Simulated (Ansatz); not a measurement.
GaN:

```
CELL_PARAMETERS angstrom
3.18000 0.00000 0.00000
-1.59000 2.75396 0.00000
0.00000 0.00000 5.16600
ATOMIC_POSITIONS crystal
Ga 0.66667 0.33333 0.50000
Ga 0.33333 0.66667 0.00000
N 0.66667 0.33333 0.87500
N 0.33333 0.66667 0.37500
```

| Quantity | Value |
| --- | --- |
| Program | Ansatz 0.2.0 |
| Task | relaxation of cell and atoms |
| Functional | PBEsol0 |
| Potentials or basis | Ansatz PAW |
| Cutoff | 420 eV (not typed: the program's choice for these potentials) |
| k mesh | 5 × 5 × 3 |
| Occupations | fermi-dirac, width 0.05 eV |
| Spin | no spin polarisation |

At the start: volume 11.31 Å³/atom.

Task: Where does the relaxation end?

Result: It ends after 8 steps and the volume is 11.11 Å³/atom (-1.7 %); space group P6_3mc (No. 186, to 0.05 Å).

Step by step:
| step | energy change (eV) | largest force (eV/Å) | volume (Å³) |
| --- | --- | --- | --- |
| 1 | 0.0000 | 0.1519 | 45.24 |
| 2 | -0.0101 | 0.1051 | 44.74 |
| 3 | -0.0128 | 0.0345 | 44.44 |
| 4 | -0.0129 | 0.0054 | 44.46 |
| 5 | -0.0128 | 0.0001 | 44.47 |
| 6 | -0.0108 | 0.0004 | 44.47 |
| 7 | -0.0108 | 0.0000 | 44.46 |
| 8 | -0.0108 | 0.0000 | 44.46 |

Final structure:
```
CELL_PARAMETERS angstrom
3.16065 0.00000 0.00000
-1.58033 2.73721 0.00000
0.00000 0.00000 5.13862
ATOMIC_POSITIONS crystal
Ga 0.66667 0.33333 0.49891
Ga 0.33333 0.66667 0.99891
N 0.66667 0.33333 0.87609
N 0.33333 0.66667 0.37609
```

Caveat: the k mesh is coarse (spacing up to 0.46 Å⁻¹), so the values aren't converged, least of all with exact exchange; the plane-wave basis is chosen anew once the cell has moved, so the energies of steps on either side of that aren't comparable; the pressure holds a Pulay correction of +0.5 GPa for the finite cutoff; the PAW data sets come from PBE, with cores solved anew for the run's functional, which leaves a small shift of forces and pressure.
